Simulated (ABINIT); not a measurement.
MgS (Niningerite):

```
CELL_PARAMETERS angstrom
0.00000 2.60165 2.60165
2.60165 0.00000 2.60165
2.60165 2.60165 0.00000
ATOMIC_POSITIONS crystal
S 0.50000 0.50000 0.50000
Mg 0.00000 0.00000 0.00000
```

Base run:

```yaml
Program: ABINIT 10.8.3 (patched build)
Functional: PBE
Potentials_or_basis: SPMS NC PBE v1.0
Cutoff: 707 eV
k_mesh: 6 × 6 × 6
Occupations: fixed
Spin: no spin polarisation
```

Its results: band gap on the k mesh 2.78 eV, indirect (least direct gap 3.71 eV).

Q: The run is repeated on the same cell with these changes: functional from PBE to PBE-EpsX. What comes out?

A: Band gap on the k mesh 4.11 eV, indirect (least direct gap 5.15 eV).

PBE-EpsX gives the wider gap, since exact exchange removes part of the self-interaction.

Caveats: exact exchange is summed on a coarse mesh, which widens gaps by tenths of an eV (some runs).

A k mesh can miss the band edges.

Not every run made on this cell is shown here.
